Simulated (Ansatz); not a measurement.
**From a trial cell to the properties of PtTe2**

**The experiment.** The Crystallography Open Database holds a cell as deposited of trigonal PtTe2 (space group P-3m1), temperature not stated (1965): a, c = 4.026, 5.221 Å, 24.43 Å³/atom.

Method: r²SCAN, scalar-relativistic; no spin polarisation; PAW, 500 eV, 10×10×6 k-mesh, Gaussian smearing of 0.05 eV; code Ansatz; PAW files: Ansatz's generated set soft_2.

The chain of runs began from a cell as deposited in COD, expanded in volume. Of that entry: the entry's cell lengths or inner coordinates differ somewhat from later room-temperature determinations.

Starting cell, 0 % over the database's volume:

```
Te Pt
1.0
     4.03135    0.00000    0.00000
    -2.01567    3.49125    0.00000
     0.00000    0.00000    5.22932
Te Pt
2 1
Direct
  0.33333 0.66667 0.25000
  0.66667 0.33333 0.75000
  0.00000 0.00000 0.00000
```

The runs in order:

| run | level | k-mesh | kind | V (Å³/atom) | P (GPa) | E − E(final) (meV/atom) | gap on the mesh (eV) |
| --- | --- | --- | --- | --- | --- | --- | --- |
| 1 | PBE, 420 eV | 6×6×4 | cell and atoms relaxed | 26.04 | 0.1 | – | metal |
| 2 | r²SCAN | 10×10×6 | shape and atoms relaxed, volume fixed | 26.04 | 0.2 | 0.1 | metal |
| 3 | r²SCAN | 10×10×6 | shape and atoms relaxed, volume fixed | 26.15 | 0.0 | 0.0 | metal |

The final structure (symmetry read at 0.01 Å). It takes space group P-3m1 (No. 164, trigonal). The conventional cell has a = 4.048 Å, b = 4.048 Å, c = 5.528 Å, α = 90.00°, β = 90.00°, γ = 120.00°. Te (site symmetry 3m) is surrounded by 3 Pt at 2.71 Å. Around Pt (site symmetry -3m) lie 6 Te at 2.71 Å. (Neighbours are counted to 15 % beyond the shortest distance.)

- At the final geometry the gap, band path included, is zero (metallic).
- Against the elements' standard states, run alike and uncorrected, the formation energy is -0.43 eV/atom.
- The runs in the table took roughly 1 core-minutes.

**Comparison.** The computed cell (4.048, 5.528 Å, 26.15 Å³/atom) differs from the database's by +7.0 % in volume, about +2.3 % in length. The axes miss by +0.5 %, +5.9 %. The axes miss by different amounts; where weakly bound layers or chains set an axis, functionals without a dispersion term leave it too long. Spin–orbit coupling, left out, also moves the volume of such heavy elements' compounds. The database's entry may also be off.

No spin–orbit coupling, a notable omission for heavy elements. The structure is layered, and this functional has no dispersion term, so the layers' spacing is poorly fixed, often too long, and so is what hangs on it.
